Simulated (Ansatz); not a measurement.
**MoGe2N4 monolayer in a perpendicular field**

Wanted: the out-of-plane response of the MoGe2N4 monolayer. A positive field points along +c.

Calculated with Ansatz 0.2.0; plane-wave DFT, r2SCAN-D4, Ansatz PAW, in the first sound run; inputs show where later runs differ.

## 1. The structure

The cell holds 7 atoms: 4 N, 2 Ge and 1 Mo. Its edges and angles: a = 3.020 Å, b = 3.020 Å, c = 45.209 Å, α = 90.0°, β = 90.0°, γ = 120.0°. Vacuum lies along c.

Structure file:

```cif
data_structure
_symmetry_space_group_name_H-M 'P 1'
_symmetry_Int_Tables_number 1
_cell_length_a 3.0200
_cell_length_b 3.0200
_cell_length_c 45.2091
_cell_angle_alpha 90.000
_cell_angle_beta 90.000
_cell_angle_gamma 120.000
_cell_volume 357.08
loop_
_atom_site_label
_atom_site_type_symbol
_atom_site_fract_x
_atom_site_fract_y
_atom_site_fract_z
_atom_site_occupancy
N1 N 0.00000 0.00000 0.42138 1
Ge2 Ge 0.33333 0.66667 0.43438 1
N3 N 0.33333 0.66667 0.47508 1
Mo4 Mo 0.00000 0.00000 0.50000 1
N5 N 0.33333 0.66667 0.52492 1
Ge6 Ge 0.33333 0.66667 0.56562 1
N7 N 0.00000 0.00000 0.57862 1
```

## 2. Relaxing the slab

The starting cell is a guess, so the in-plane lattice and the atoms are relaxed first, with the slab cut off from its images along the normal.

The input, input.yaml:

```yaml
crystal:
  lattice:
    - [3.02, 0.0, 0.0]
    - [-1.51, 2.6153967194, 0.0]
    - [0.0, 0.0, 45.209096681]
  atoms:
    - { symbol: "N", position: [0.0, 0.0, 0.4213753735] }
    - { symbol: Ge, position: [0.3333333333, 0.6666666667, 0.4343763881] }
    - { symbol: "N", position: [0.3333333333, 0.6666666667, 0.4750761617] }
    - { symbol: Mo, position: [0.0, 0.0, 0.5] }
    - { symbol: "N", position: [0.3333333333, 0.6666666667, 0.5249238383] }
    - { symbol: Ge, position: [0.3333333333, 0.6666666667, 0.5656236119] }
    - { symbol: "N", position: [0.0, 0.0, 0.5786246265] }
  periodic: [true, true, false]
kpoints:
  mp_grid: { grid: [12, 12, 1] }
hamiltonian:
  xc: r2scan
  dispersion: d4
scf:
  occupations: { method: fermi_dirac, width: 0.05 }
  convergence: { dr2_threshold: 1.0e-09 }
relax:
  f_tol: 0.004
  max_steps: 90
  cell: {}
output:
  write_potential: true
  write_density: true
  volumetric_format: npy
```

Started as:

```
> ansatz run input.yaml --threads 8 --pin off --max-ram 12288MiB --backend cpu --events-out ev --progress --plain --runs-dir out
```

Numbers of over 12 decimals in the logs are rounded to 6 here.

What it wrote:

```text
Warning: relax.cell: scf.convergence.dr2_threshold = 1e-9 eV is looser than the 2.39135404493e-10 eV advised for a relaxation that steers and ends on the stress (1e-10 eV for each atom of the cell: 7, times the square of relax.cell.stress_2d_tol = 0.05 N/m over 17.1 Å (the atoms' height at the walk's start and 5 Å past either face), 2.922e-2 GPa, over a crystal's default 0.05). What an SCF threshold leaves in a stress goes as its square root, and in the free energy as the threshold itself, and one threshold admits the most on a small cell: [figures from the program's tests cut] Set scf.convergence.dr2_threshold to 2.39135404493e-10 eV or tighter. [rest of the remark cut]
Engine: ansatz 0.2.0, x86_64-unknown-linux-gnu
Pseudopotentials: kind: paw
Pseudopotential: N, paw, valence charge 5, recommended cutoff 500 eV (meta_gga), N.paw.azcp
Pseudopotential: Ge, paw, valence charge 14, recommended cutoff 500 eV (meta_gga), Ge.paw.azcp
Pseudopotential: Mo, paw, valence charge 14, recommended cutoff 500 eV (meta_gga), Mo.paw.azcp
Functional definition: r2SCAN
  parameter k0 = 0.174
  parameter k1 = 0.065
  parameter a1 = 4.9479
  exchange = r2scan_x(k0 = k0, k1 = k1, a1 = a1)
  correlation = r2scan_c
Crystal: 7 atoms, lattice volume = 357.084 Å³
Basis set: ecut = 500 eV, 9201 PW (Γ), exchange–correlation on 96×96×1440 points (64 copies of the dense FFT grid, shifted against one another)
Bands: 38, of which v1, the nominal top of the filled ones, is band 31 counted from 1 (30 counted from 0)
Symmetry: 12 space group operations
Space group: P-6m2 (ITA 187), of the structure as read, at distance tolerance 7.1e-5 Å
k-points: 19 of 144 (time reversal used)
Non-local potential: N, projectors of the file, l = 0: 2, l = 1: 2, l = 2: 1
Non-local potential: Ge, projectors of the file, l = 0: 2, l = 1: 2, l = 2: 3, l = 3: 1
Non-local potential: Mo, projectors of the file, l = 0: 3, l = 1: 2, l = 2: 2, l = 3: 1
PAW form: soft (Blöchl's): semilocal exchange-correlation on the pseudo side does not see the compensation charge
PAW frozen core: N, regenerated for the run's functional (the file was generated under x = pbe(κ = 0.804, μ = 0.219515), c = pbe(β = 0.066725))
PAW frozen core: Ge, regenerated for the run's functional (the file was generated under x = pbe(κ = 0.804, μ = 0.219515), c = pbe(β = 0.066725))
PAW frozen core: Mo, regenerated for the run's functional (the file was generated under x = pbe(κ = 0.804, μ = 0.219515), c = pbe(β = 0.066725))
PAW one-centre angular grid: N, 302 points (default); XC on 160 Gauss nodes
PAW one-centre angular grid: Ge, 590 points (default); XC on 160 Gauss nodes
PAW one-centre angular grid: Mo, 590 points (default); XC on 160 Gauss nodes
Initial density: superposition of atomic densities (neutral atoms: chi_scale 0, normalization atom), corrected by the library's trained network
Initial wavefunctions: pseudopotential atomic-orbital guess
Functional: x = r2scan, c = r2scan; τ floored in thin density (d = 2e-4 eV/Å³)
SCF iter   1: F=—  HF=-15115.339750 eV  |F-HF|=—  |Δ(HF+E_count)|=         —  Δρ=6.45e-3  dr2=1.83e-1  dr2_τ=5.25e-1  ethr=1.77e-3  ⟨swp⟩=13.7  Hψ=5014  notcnv=0  defer=4
preconditioner: auto → Resta (q_TF=auto, 2.038 Å⁻¹)  ε∞=1.6  [insulator: Δε(μ)=0.636 eV  Ē_g=18.932 eV  σ=0.050 eV  W_gap=1.00  n_scr=28 (ndim 8)  ℏωp=14.4 eV  f_vac=0.771  D(μ)=0.00/eV (n_scr^D=0)  ε∞_Penn≈1.6  vacuum switching on, ρ_ref=2.6e-2 e/Å³]
SCF iter   2: F=—  HF=-15115.455246 eV  |F-HF|=—  |Δ(HF+E_count)|=   1.15e-1  Δρ=4.64e-3  dr2=1.19e-1  dr2_τ=1.88e-2  ethr=2.95e-4  ⟨swp⟩=4.8  Hψ=2034  notcnv=0  defer=33
SCF iter   3: F=—  HF=-15115.436383 eV  |F-HF|=—  |Δ(HF+E_count)|=   1.89e-2  Δρ=2.15e-3  dr2=8.17e-3  dr2_τ=6.58e-4  ethr=1.92e-4  ⟨swp⟩=3.8  Hψ=1385  notcnv=0  defer=33
SCF iter   4: F=—  HF=-15115.439106 eV  |F-HF|=—  |Δ(HF+E_count)|=   2.72e-3  Δρ=7.81e-4  dr2=1.50e-3  dr2_τ=1.86e-4  ethr=1.32e-5  ⟨swp⟩=3.8  Hψ=1998  notcnv=0  defer=32
SCF iter   5: F=—  HF=-15115.438832 eV  |F-HF|=—  |Δ(HF+E_count)|=   2.74e-4  Δρ=1.77e-4  dr2=9.11e-5  dr2_τ=1.30e-5  ethr=2.42e-6  ⟨swp⟩=3.0  Hψ=1456  notcnv=0  defer=32
SCF iter   6: F=—  HF=-15115.438817 eV  |F-HF|=—  |Δ(HF+E_count)|=   1.51e-5  Δρ=9.72e-5  dr2=3.99e-5  dr2_τ=5.13e-6  ethr=1.47e-7  ⟨swp⟩=4.1  Hψ=1739  notcnv=0  defer=32
SCF iter   7: F=—  HF=-15115.438820 eV  |F-HF|=—  |Δ(HF+E_count)|=   2.50e-6  Δρ=3.61e-5  dr2=1.43e-6  dr2_τ=2.01e-7  ethr=6.44e-8  ⟨swp⟩=3.0  Hψ=1100  notcnv=0  defer=32
SCF iter   8: F=—  HF=-15115.438708 eV  |F-HF|=—  |Δ(HF+E_count)|=   1.11e-4  Δρ=9.23e-6  dr2=2.06e-7  dr2_τ=1.90e-8  ethr=2.30e-9  ⟨swp⟩=3.5  Hψ=1730  notcnv=0  defer=32
SCF iter   9: F=—  HF=-15115.438708 eV  |F-HF|=—  |Δ(HF+E_count)|=   2.56e-8  Δρ=1.73e-6  dr2=4.32e-9  dr2_τ=5.79e-10  ethr=3.33e-10  ⟨swp⟩=3.4  Hψ=1615  notcnv=0  defer=32
SCF iter  10: F=-15115.438708 eV  HF=-15115.438708 eV  |F-HF|=8.73e-11  |Δ(HF+E_count)|=   5.65e-9  Δρ=5.09e-7  dr2=9.28e-10  dr2_τ=1.28e-10  ethr=1.61e-12  ⟨swp⟩=14.6  Hψ=6843  notcnv=0
SCF 1 converged in 10 iterations: F = -15115.438708 eV  dr2 = 9.28e-10
  greatest PAW one-centre occupation: 0.998 electrons in one spin orbital (limit 2), on the Ge atom at site 5 (counted from 0), in its partial waves of l = 2
relax step   1: F+E_penalty+E_count = -15115.43870837 eV  Δ(F+E_penalty+E_count) = +0.000e0 eV  max|allowed force component| = 1.816e0 eV/Å  Δτ_max = 0.0000 Å  P = -3.619 N/m  Ω = 357.084 Å³  fix = [c, alpha, beta]  reactions: c -0.000 N/m  (10 SCF iters, accepted)
Crystal: 7 atoms, lattice volume = 344.947 Å³
Basis set: ecut = 500 eV, 8937 PW (Γ), exchange–correlation on 96×96×1440 points (64 copies of the dense FFT grid, shifted against one another)
Initial density: handed on by an earlier stage of this run
Initial wavefunctions: those handed on with the density
iter 1 solved again at ethr=9.44e-4 eV; its pass at ethr=3.10e-3 eV (dr2=5.85e-1 eV) is discarded
SCF iter   1: F=—  HF=-15115.512527 eV  |F-HF|=—  |Δ(HF+E_count)|=         —  Δρ=1.70e-2  dr2=5.86e-1  dr2_τ=2.36e0  ethr=9.44e-4  ⟨swp⟩=2.1  Hψ=5695  notcnv=0
preconditioner: auto → Resta (q_TF=auto, 2.050 Å⁻¹)  ε∞=1.6  [insulator: Δε(μ)=1.752 eV  Ē_g=18.685 eV  σ=0.050 eV  W_gap=1.00  n_scr=28 (ndim 8)  ℏωp=14.7 eV  f_vac=0.762  D(μ)=0.00/eV (n_scr^D=0)  ε∞_Penn≈1.6  vacuum switching on, ρ_ref=2.5e-2 e/Å³]
SCF iter   2: F=—  HF=-15115.642299 eV  |F-HF|=—  |Δ(HF+E_count)|=   1.30e-1  Δρ=9.09e-3  dr2=1.73e-1  dr2_τ=1.64e-2  ethr=9.44e-4  ⟨swp⟩=5.1  Hψ=1751  notcnv=0  defer=2
[...]
SCF iter   6: F=—  HF=-15115.697913 eV  |F-HF|=—  |Δ(HF+E_count)|=   1.20e-5  Δρ=7.33e-5  dr2=2.17e-5  dr2_τ=2.42e-6  ethr=8.26e-8  ⟨swp⟩=3.6  Hψ=1624  notcnv=0  defer=27
SCF iter   7: F=—  HF=-15115.697906 eV  |F-HF|=—  |Δ(HF+E_count)|=   6.96e-6  Δρ=1.60e-5  dr2=4.48e-7  dr2_τ=8.56e-8  ethr=3.50e-8  ⟨swp⟩=3.2  Hψ=1175  notcnv=0  defer=27
SCF iter   8: F=—  HF=-15115.697802 eV  |F-HF|=—  |Δ(HF+E_count)|=   1.05e-4  Δρ=5.91e-6  dr2=5.00e-8  dr2_τ=7.76e-9  ethr=7.23e-10  ⟨swp⟩=3.9  Hψ=1825  notcnv=0  defer=27
SCF iter   9: F=—  HF=-15115.697802 eV  |F-HF|=—  |Δ(HF+E_count)|=   8.55e-8  Δρ=1.58e-6  dr2=4.13e-9  dr2_τ=6.58e-10  ethr=8.06e-11  ⟨swp⟩=3.2  Hψ=1461  notcnv=0  defer=27
SCF iter  10: F=-15115.697802 eV  HF=-15115.697802 eV  |F-HF|=8.44e-10  |Δ(HF+E_count)|=   9.84e-9  Δρ=2.95e-7  dr2=2.93e-10  dr2_τ=3.52e-11  ethr=1.61e-12  ⟨swp⟩=13.7  Hψ=6477  notcnv=0
SCF 3 converged in 10 iterations: F = -15115.697802 eV  dr2 = 2.93e-10
relax step   3: F+E_penalty+E_count = -15115.69780169 eV  Δ(F+E_penalty+E_count) = -5.038e-2 eV  max|allowed force component| = 1.919e-1 eV/Å  Δτ_max = 0.0587 Å  P = -0.509 N/m  Ω = 348.934 Å³  energy of the carried Pulay correction = +9.907e-4 eV  fix = [c, alpha, beta]  reactions: c -0.000 N/m  (10 SCF iters, accepted)
[...]
relax step   4: F+E_penalty+E_count = -15115.69873747 eV  Δ(F+E_penalty+E_count) = -9.358e-4 eV  max|allowed force component| = 1.072e-1 eV/Å  Δτ_max = 0.0057 Å  P = -0.421 N/m  Ω = 349.125 Å³  energy of the carried Pulay correction = +9.673e-4 eV  fix = [c, alpha, beta]  reactions: c -0.000 N/m  (8 SCF iters, accepted)
[...]
relax step   5: F+E_penalty+E_count = -15115.69916566 eV  Δ(F+E_penalty+E_count) = -4.282e-4 eV  max|allowed force component| = 4.781e-3 eV/Å  Δτ_max = 0.0027 Å  P = -0.025 N/m  Ω = 348.902 Å³  energy of the carried Pulay correction = +9.947e-4 eV  fix = [c, alpha, beta]  reactions: c -0.000 N/m  (8 SCF iters, accepted)
[...]
relax step   6: F+E_penalty+E_count = -15115.69917331 eV  Δ(F+E_penalty+E_count) = -7.643e-6 eV  max|allowed force component| = 3.214e-3 eV/Å  Δτ_max = 0.0007 Å  P = +0.006 N/m  Ω = 348.853 Å³  energy of the carried Pulay correction = +1.001e-3 eV  fix = [c, alpha, beta]  reactions: c +0.000 N/m  (6 SCF iters, accepted)
Initial wavefunctions: pseudopotential atomic-orbital guess (no wavefunctions were taken with the density)
iter 1 solved again at ethr=1.82e-7 eV; its pass at ethr=3.10e-3 eV (dr2=1.13e-4 eV) is discarded
SCF iter   1: F=—  HF=-15115.698308 eV  |F-HF|=—  |Δ(HF+E_count)|=         —  Δρ=2.74e-5  dr2=2.90e-7  dr2_τ=1.83e-6  ethr=1.82e-7  ⟨swp⟩=7.1  Hψ=8922  notcnv=0
SCF iter   2: F=—  HF=-15115.698201 eV  |F-HF|=—  |Δ(HF+E_count)|=   1.07e-4  Δρ=1.40e-5  dr2=9.80e-8  dr2_τ=7.70e-8  ethr=4.68e-10  ⟨swp⟩=4.5  Hψ=2246  notcnv=0
SCF iter   3: F=—  HF=-15115.698201 eV  |F-HF|=—  |Δ(HF+E_count)|=   2.09e-7  Δρ=4.29e-6  dr2=1.60e-7  dr2_τ=1.02e-8  ethr=1.58e-10  ⟨swp⟩=2.9  Hψ=1486  notcnv=0
SCF iter   4: F=—  HF=-15115.698201 eV  |F-HF|=—  |Δ(HF+E_count)|=   2.10e-8  Δρ=1.72e-6  dr2=4.78e-9  dr2_τ=1.39e-9  ethr=1.58e-10  ⟨swp⟩=3.1  Hψ=1246  notcnv=0
SCF iter   5: F=-15115.698201 eV  HF=-15115.698201 eV  |F-HF|=7.86e-10  |Δ(HF+E_count)|=   2.96e-9  Δρ=3.76e-7  dr2=3.66e-10  dr2_τ=6.27e-11  ethr=1.61e-12  ⟨swp⟩=16.6  Hψ=7487  notcnv=0
SCF 7 converged in 5 iterations: F = -15115.698201 eV  dr2 = 3.66e-10
relax step   7: F+E_penalty+E_count = -15115.69820109 eV  Δ(F+E_penalty+E_count) = +9.722e-4 eV  max|allowed force component| = 3.179e-3 eV/Å  Δτ_max = 0.0000 Å  P = +0.003 N/m  Ω = 348.853 Å³  fix = [c, alpha, beta]  reactions: c +0.000 N/m  stress off target by 2.83e-3 N/m on what of the cell is left free  SCF on the basis re-selected at this cell (its energy is not comparable with the rows above)  (5 SCF iters)
basis re-selected at this cell: Δ(F+E_penalty+E_count) = +9.722e-4 eV, ΔP = -0.003 N/m vs the last step (what re-selecting the basis moved, of the pressure what is left beyond the Pulay correction that the steps carried, after the strain that the cell walked since its last selection, with what the two solves' SCF thresholds leave and, on support functions, any second-order correction that the steps lacked; it is no m [...]
WARN: The output density's exchange-correlation potential varies sharply where the density is thin. Do not read a vacuum level from v_tot or v_xc, or from such a field of the output density. On a cell that repeats whose density bears no net charge and no dipole along the vacuum's axis use v_es (v_loc + v_h of the components); under efield.dipole_correction with no amplitude use v_es + v_field, which holds any externa [...]
SCF converged after 5 iterations
Free energy (F): -15115.698201 eV
Harris-Foulkes:  -15115.698201 eV  (|F-HF|=7.86e-10)
Internal energy: -15115.698201 eV  (E = F + TS)
E sigma→0 (E₀):  -15115.698201 eV
Entropy (-TS):   -0.000000 eV (-0.000 meV/atom)
Fermi energy:    -5.016427 eV
--- Per-component energies (eV) ---
  E_band       = -1483.622213
  E_kinetic    = 1190.031594
  E_local      = -379151.006774  (includes V_loc(G=0)·N_el)
  E_nonlocal   = 1172.041548
  E_hartree    = 188439.820750
  E_xc         = -555.844499
  E_vxc        = -730.995521  (∫ρ·V_xc dr)
  E_paw        = -7808.769642  (= ΣΔE_a)
  E_vpaw       = -887.324731  (= ΣTr[D̂ρ^β])
  E_aug_tail   = 0.000121  (compensation charges beyond the density's cutoff)
  E_vtau       = 43.993331  (kinetic-family band-sum trace: ∫τ·v_τ [+ j·A + Jᵃ·Aᵃ] dr)
  E_ewald      = 181601.279652
  E_disp       = -0.739958  (pairwise vdW)
  E_core_change = -2.510994  (= ΣΔE_core)
  E_smearing   = -0.000000  (= −TS)
  E_closure    = -0.000000  (closes the sum)
  Σ components = -15115.698201   (vs F -15115.698201, Δ=0.00e0)
--- Forces (eV/Å), atoms counted from 1 ---
  atom   1  N      0.00000000    -0.00000000     0.00281016
  atom   2  Ge    -0.00000000     0.00000000    -0.00086513
  atom   3  N      0.00000000    -0.00000000    -0.00317909
  atom   4  Mo     0.00000000    -0.00000000     0.00000000
  atom   5  N      0.00000000    -0.00000000     0.00317909
  atom   6  Ge     0.00000000     0.00000000     0.00086513
  atom   7  N     -0.00000000    -0.00000000    -0.00281016
  max |Σ_I F_I| component: 8.14e-16 eV/Å
--- 2D stress c σ (N/m, compression-positive) ---
        0.002830       0.000000       0.000000
        0.000000       0.002830       0.000000
        0.000000       0.000000       0.000000
  P = ½ c Tr σ = 0.0028 N/m
--- Band table (eV; the first three rows and the last of 19) ---
  k-point 0: bands = [... 27 lower, -8.3662, -8.3662, -7.7025, -5.7326, -2.9435, -2.8936, -2.6264, -2.6264, ... 3 higher]
  k-point 1: bands = [... 27 lower, -8.6085, -8.4935, -7.5531, -5.7205, -3.2223, -2.9659, -2.6689, -2.4021, ... 3 higher]
  k-point 2: bands = [... 27 lower, -8.8452, -8.8195, -7.5966, -6.0705, -3.2932, -2.9551, -2.7758, -1.9221, ... 3 higher]
  k-point 18: bands = [... 27 lower, -9.6179, -8.1731, -7.5608, -6.3197, -4.3736, -2.0941, -1.7742, -1.2593, ... 3 higher]
  the weakly bound empty levels are not read free of the cell's end (no_gap_told)
--- Relaxed structure (6 steps of the walk, 6 accepted, 1 SCFs on fresh bases) ---
  F+E_penalty+E_count = -15115.69820109 eV   max|allowed force component| = 3.179e-3 eV/Å   (the final SCF, on the basis selected at the relaxed cell)
  cell:  # Å, volume = 348.8525 Å³
    - [2.984989, 0, 0.0]
    - [-1.492494, 2.585076, 0.0]
    - [0.0, 0.0, 45.209096681]
  atoms:
    - { symbol: N, position: [1.057355261855499e-17, -5.1357255561990634e-17, 0.418485] }
    - { symbol: Ge, position: [0.333333, 0.666667, 0.431963] }
    - { symbol: N, position: [0.333333, 0.666667, 0.473106] }
    - { symbol: Mo, position: [1.0573552618554975e-17, -5.135725556199065e-17, 0.500000] }
    - { symbol: N, position: [0.333333, 0.666667, 0.526894] }
    - { symbol: Ge, position: [0.333333, 0.666667, 0.568037] }
    - { symbol: N, position: [1.057355261855499e-17, -5.1357255561990634e-17, 0.581515] }
```

The job ended after 46 s (8 threads of INTEL XEON PLATINUM 8581C at 2.30GHz (Emerald Rapids), shared host; peak memory 1.9 GiB).

Relaxation path:

| step | energy less that of the first step (eV) | largest force component (eV/Å) | volume (Å³) |
| --- | --- | --- | --- |
| 1 | 0.0000 | 1.8165 | 357.08 |
| 2 | -0.2087 | 0.9067 | 344.95 |
| 3 | -0.2591 | 0.1919 | 348.93 |
| 4 | -0.2600 | 0.1072 | 349.12 |
| 5 | -0.2605 | 0.0048 | 348.90 |
| 6 | -0.2605 | 0.0032 | 348.85 |
| 7* | -0.2595 | 0.0032 | 348.85 |

Relaxation steps marked * repeat the geometry before them on a plane-wave basis chosen anew for their cell, so energy and pressure can jump there.

Forces are held to the 12 operations that the run works with; a distortion that breaks them can't arise in this run.

| cell as run | before | after | change |
| --- | --- | --- | --- |
| a (Å) | 3.020 | 2.985 | -1.2 % |
| b (Å) | 3.020 | 2.985 | -1.2 % |

The atoms that moved most (Å, along periodic axes as changes of fractional coordinates times the final cell, across vacuum about the mean position):

| atom | dx | dy | dz | length |
| --- | --- | --- | --- | --- |
| N1 | 0.000 | 0.000 | -0.131 | 0.131 |
| N7 | 0.000 | 0.000 | 0.131 | 0.131 |
| Ge2 | 0.000 | 0.000 | -0.109 | 0.109 |
| Ge6 | 0.000 | 0.000 | 0.109 | 0.109 |
| N5 | 0.000 | 0.000 | 0.089 | 0.089 |
| N3 | 0.000 | 0.000 | -0.089 | 0.089 |

Final coordinates:

```cif
data_structure
_symmetry_space_group_name_H-M 'P 1'
_symmetry_Int_Tables_number 1
_cell_length_a 2.9850
_cell_length_b 2.9850
_cell_length_c 45.2091
_cell_angle_alpha 90.000
_cell_angle_beta 90.000
_cell_angle_gamma 120.000
_cell_volume 348.85
loop_
_atom_site_label
_atom_site_type_symbol
_atom_site_fract_x
_atom_site_fract_y
_atom_site_fract_z
_atom_site_occupancy
N1 N 0.00000 0.00000 0.41848 1
Ge2 Ge 0.33333 0.66667 0.43196 1
N3 N 0.33333 0.66667 0.47311 1
Mo4 Mo 0.00000 0.00000 0.50000 1
N5 N 0.33333 0.66667 0.52689 1
Ge6 Ge 0.33333 0.66667 0.56804 1
N7 N 0.00000 0.00000 0.58152 1
```

The lattice constant a goes from 3.020 to 2.985 Å.

[end of part 1 of 4]

[Logs are printed without paths, hosts, clocks, repeated set-up lines and the standing remarks that a program may print on its own settings, such as how far it seeks lower states.]

[Hosts, paths, dates, database ids (printed as entryN), source tags and the programs' standing remarks are cut or masked in the printed files.]

[Maps of the electrostatic potential energy from Ansatz leave out the sawtooth potential of an applied field or a dipole correction, so their vacuum need not be flat; planar profiles and work functions include it.]
